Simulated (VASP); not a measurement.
# PbSe, self-consistent run: which settings are enough?

PbSe, Fmm2 (no. 42), 4 atoms in the cell. MS2; PAW potentials Pb_d, Se (PBE set). VASP 6.6.1.

Wanted: energy within 0.2 meV/atom; levels at the zone centre within 0.003 eV.

What the run is for: comparing ways to start; Accuracy asked: tight.

Levels at the zone centre: counted from the valence top at that point.

POSCAR:
```
PbSe
1.0
    0.0000000000     12.0007990000      3.1254420000
    3.1181510000      0.0000000000      3.1254420000
    3.1181510000     12.0007990000      0.0000000000
Pb Se
2 2
Direct
    0.8052670000      0.1907300000      0.8092700000
    0.1907300000      0.8052670000      0.1947330000
    0.2955810000      0.6744230000      0.3255770000
    0.6744230000      0.2955810000      0.7044190000
```

## How the run starts (with a second run first, the time holds both)

| How the run starts (with a second run first, the time holds both) | Energy less reference (meV/atom) | Levels at the zone centre, largest deviation (eV) | Time (s) |
|---|---|---|---|
| from scratch: 28 SCF iterations | 0.00 | 0.0000 | 1168 |
| PBE orbitals (WAVECAR): 15 + 14 SCF iterations | 0.00 | 0.0000 | 779 |
| PBE density (CHGCAR): 15 + 44 SCF iterations | 0.00 | 0.0018 | 1675 |
| loose PBE orbitals: 11 + 14 SCF iterations | 0.00 | 0.0000 | 757 |

Chosen: loose PBE orbitals: 11 + 14 SCF iterations, the fastest of those that stay within half of the tolerance.

## All choices together

| Input | Energy less reference (meV/atom) | Levels at the zone centre, largest deviation (eV) | Time (s) |
|---|---|---|---|
| chosen settings | 0.00 | 0.0000 | 757 |
| reference settings throughout | 0.00 | 0.0000 | 1168 |

The tolerance is met.

Values of the reference run: Levels at the zone centre: -0.8483, 0, 2.855 eV from the valence top at Gamma.

## The input

INCAR.step1:
```
  ISMEAR = 0
  SIGMA = 0.03
  LWAVE = T
  LCHARG = T
  ISIF = 2
  PREC = Accurate
  LASPH = T
  LREAL = F
  ALGO = Normal
  EDIFF = 0.001
  NELM = 120
  GGA_COMPAT = F
  ENCUT = 440
  EFERMI = MIDGAP
  KPAR = 2
  GGA = PE
```

INCAR.step2, as INCAR.step1 but for:
```
- LWAVE = T
- LCHARG = T
- EDIFF = 0.001
- GGA = PE
+ METAGGA = MS2
+ LWAVE = F
+ LCHARG = F
+ EDIFF = 1E-6
+ LMIXTAU = T
+ ISTART = 1
```

KPOINTS:
```
k-points
0
Gamma
  6 6 6
```

Commands (each step's output is kept before the next begins):
```
cat potpaw_PBE.64/Pb_d/POTCAR potpaw_PBE.64/Se/POTCAR > POTCAR
cp INCAR.step1 INCAR
mpirun -np 2 vasp_std > vasp.out
cp INCAR.step2 INCAR
mpirun -np 2 vasp_std > vasp.out
```

The chosen input took VASP 6.6.1 757 s on 2 cores (Intel Xeon 6975P-C (Granite Rapids)), a shared host.
